Squeeze tantalum by one percent in volume and its bulk modulus, its resistance to uniform compression, rises by about four percent. Between the functional that gives the densest crystal and the one that gives the loosest, the volume changes by about seven percent. By that scaling alone the densest crystal should be more than 30 percent stiffer than the loosest. The calculations give only about 17 percent, so something in the functionals themselves works against the effect of volume, and it matters for the choice of method.

GPAW 26.7.0, plane-wave PAW DFT for bcc Ta (given cell 18.01 Å³/atom), without spin polarisation, spin-orbit coupling or an added dispersion correction; 600 eV cutoff, 11×11×11 k mesh, Fermi-Dirac smearing of 0.05 eV. Equilibrium volume, bulk modulus and its slope with pressure come from a fit to energies at seven volumes, 0.94 to 1.06 times the given one.

```tsv
functional	potentials	equilibrium volume (Å³/atom)	equilibrium volume change (% of the given cell)	bulk modulus (GPa)	bulk modulus slope
LDA	PAW-data-sets-made-by gpaw-setup-for-the-functional	17.201	-4.490	227.60	4.400
PBE	GPAW-PAW-data-sets-(gpaw-data-1.2.1)	18.270	1.440	194.40	4.340
BEEF-vdW	GPAW-PAW-data-sets-(gpaw-data-1.2.1)	18.512	2.780	194.00	3.950
BP86	PAW-data-sets-made-by gpaw-setup-for-the-functional	18.219	1.160	197.10	4.360
SOGGA	PAW-data-sets-made-by gpaw-setup-for-the-functional	17.636	-2.080	212.60	4.420
WC	PAW-data-sets-made-by gpaw-setup-for-the-functional	17.730	-1.560	211.20	4.420
optB88-vdW	GPAW-PAW-data-sets-(gpaw-data-1.2.1)	18.405	2.190	196.30	4.230
```

The volumes follow a clear order. LDA gives the smallest crystal, SOGGA and WC come next, BP86 and PBE are larger, and the two functionals with nonlocal correlation, optB88-vdW and BEEF-vdW, are the largest. The step from LDA to WC and the step from WC to PBE are each about 3 percent of the given volume. PBE and BP86 differ by only 0.3 percent, and since their potentials were made in different ways, that small step can't be credited to the functional.

The usual explanation of the main order, which these runs don't test directly, is how each functional treats an uneven electron density. LDA takes the energy at each point from a uniform electron gas and binds solids too tightly. Gradient-corrected functionals such as PBE lower the exchange energy where the density varies strongly, and their correlation correction, of opposite sign, cancels part of this. Pulling the atoms apart makes the density less uniform, so the net correction is expected to favour a larger crystal. WC and SOGGA, designed with solids in mind, have a weaker exchange correction at moderate gradients and therefore land between LDA and PBE.

This preference acts like an outward pressure. At the given volume, PBE pushes outward by about 12 GPa more than LDA. Set against a stiffness of about 200 GPa, this should enlarge the crystal by some 6 percent, which is the step seen in the table. The same reasoning carries over to neighbouring metals. Tungsten, with stronger d bonding, is stiffer and yields less when the functional is changed, whereas softer gold is known to expand more.

The stiffness follows from the volume in a few steps. Let $V$ be the volume per atom, $P$ the pressure and $B=-V\,dP/dV$ the bulk modulus. The bulk modulus slope $B'=dB/dP$ is taken as constant. Then $B$ varies as $V^{-B'}$, and its value at any volume follows from the equilibrium values $B_0$ and $V_0$:

$$B(V)=B_0\left(\frac{V_0}{V}\right)^{B'}.$$

For LDA, stretched from its own minimum to the given volume of 18.01 Å$^3$ per atom, this gives

$$B=227.6\ \text{GPa}\times\left(\frac{17.201}{18.01}\right)^{4.40}\approx186\ \text{GPa}.$$

The curvature of the calculated energies at that volume gives 185 GPa. Over all seven functionals the formula misses the curvature by at most 1.3 GPa, in the BEEF-vdW row. The energy curve of optB88-vdW departs most from its smooth fit, with BEEF-vdW and BP86 next, so the slopes and the moduli at the given volume are a little less certain for these three. Both numbers rest on the same energy curves, so their agreement supports the constant slope and not the accuracy of any functional. The printed output after the text lists both values for every row.

This estimate overturns a tempting remedy, which is to compute stiffness at a fixed, trusted volume and expect the functionals to agree. Here the spread of the moduli only shrinks from 34 to 30 GPa, while the order broadly reverses. LDA, the stiffest at its own minimum, becomes the softest at the shared volume, about 21 GPa below PBE.

The reversal is the fading of the outward push seen from another side, since the gap in modulus at one volume is fixed by how fast the gap in pressure changes with volume. The extra pressure of PBE over LDA falls from 13.8 GPa at the smallest volume calculated to 11.1 GPa at the largest. BP86, whose potentials were made in the same way as those of LDA, shows the same fall, from 13.2 to 10.6 GPa, so the differing origin of the PBE potentials doesn't produce it. A push that strengthens under compression adds resistance to compression, so PBE is stiffer than LDA when both describe the same crystal. At their own minima PBE is nevertheless softer, because its crystal is larger and expansion takes away more stiffness than the fading push adds. That is why the spread in the table is so much smaller than the first scaling suggests.

For lattice constants, LDA is furthest off, with a cubic edge 1.5 percent shorter than the given one, and BEEF-vdW comes next, 0.9 percent too long. BP86 and PBE are 0.4 and 0.5 percent too long and WC 0.5 percent too short, which looks like a draw. If the given cell was measured at room temperature, heat and zero-point motion have enlarged it by very roughly half a percent in volume, and the calculations leave both out. Allowing for this would favour WC over PBE and BP86, but the origin of the cell isn't stated and spin-orbit coupling is also missing. If the given cell is close to the measured one, the table can reject LDA for this purpose, but it can't crown a winner among those three.

For the bulk modulus, measured values, as roughly recalled, lie at or a few percent above 190 GPa. With that uncertainty only the larger gaps count: LDA lies roughly 15 to 20 percent too high, and WC and SOGGA roughly half as far. PBE, BP86 and the two nonlocal functionals come within a few percent, and their differences are too small to rank them. A good modulus doesn't vouch for the lattice, however: BEEF-vdW matches PBE in stiffness although its crystal is larger. At the given volume the BEEF-vdW modulus would be about 215 GPa.

The two nonlocal functionals bring no visible gain for this dense metal. Their larger volumes don't mean that dispersion forces push atoms apart, because their semilocal parts differ from that of PBE as well. BEEF-vdW has a stronger exchange correction. optB88-vdW has a slightly weaker one at moderate gradients but drops the gradient correlation that offsets exchange in PBE, so its net semilocal correction is expected to be larger. They also use potentials made for another functional. They make sense mainly when tantalum must be treated together with something that dispersion binds, such as a molecule on its surface, and then their larger lattice has to be accepted.

The lattice error matters directly for models of strained bcc tantalum films. Held at the given cell, an LDA crystal pulls inward with 9.5 GPa and a PBE crystal pushes outward with 2.9 GPa. These are pressures for a cell held in all three directions. A film held only in its plane relaxes along the normal, so its false stress is expected to be smaller, though still of the order of gigapascals. Stresses in real metal films are very roughly of the order of 1 GPa, so the error can still hide the effect being studied. The strain of a film should therefore be counted from the lattice constant of the functional in use, not from a measured one.

Cost gives little reason to choose among LDA and the gradient-corrected functionals, since the work per run is nearly the same. Nonlocal correlation adds a convolution over the density, which is usually a modest extra. The larger expense is finding the functional's own lattice, because a curve of seven volumes takes seven runs. For bulk tantalum that is a small price. PBE is a sound general choice when lattice and stiffness are both needed, and WC is a useful second calculation, because the two bracket the given volume and their gap gives a first idea of how much the answer depends on the functional, though the full spread in the table is wider.

Printed output of the fit:

```
Lattice and modulus:
         row  edge_A  edge_change_percent  volume_change_with_rough_expansion_percent  pressure_at_given_volume_GPa  modulus_at_given_volume_estimate_GPa  modulus_at_given_volume_from_energies_GPa
         LDA   3.252               -1.521                                      -4.012                        -9.476                                 185.9                                        185
         PBE   3.318               0.4779                                       1.947                         2.869                                 206.8                                      206.2
    BEEF-vdW   3.333               0.9196                                       3.294                         5.627                                 216.2                                      214.9
        BP86   3.315               0.3843                                       1.666                         2.326                                 207.2                                      207.2
       SOGGA    3.28              -0.6981                                       -1.59                        -4.267                                 193.7                                      193.3
          WC   3.285              -0.5219                                      -1.068                        -3.203                                   197                                      196.6
  optB88-vdW   3.327               0.7248                                       2.701                         4.454                                 215.1                                      215.1
Given volume (A^3/atom): 18.01
Given cubic edge (A): 3.303
Spread of equilibrium volumes (% of given volume): 7.27
Volume step LDA to WC (% of given volume): 2.93
Volume step WC to PBE (% of given volume): 3
Volume step BP86 to PBE (% of given volume): 0.28
Spread of moduli at own minima (GPa): 33.6
Spread of moduli at given volume, from energies (GPa): 30.02
LDA minus PBE modulus at own minima (GPa): 33.2
LDA minus PBE modulus at given volume, from energies (GPa): -21.15
BEEF-vdW modulus at given volume minus at own minimum (GPa): 20.94
Largest gap between estimate and energy curvature (GPa): 1.284
PBE modulus change for 1% of volume (GPa): 8.437
PBE minus LDA pressure at 0.94 of given volume (GPa): 13.77
PBE minus LDA pressure at given volume (GPa): 12.33
PBE minus LDA pressure at 1.06 of given volume (GPa): 11.08
```
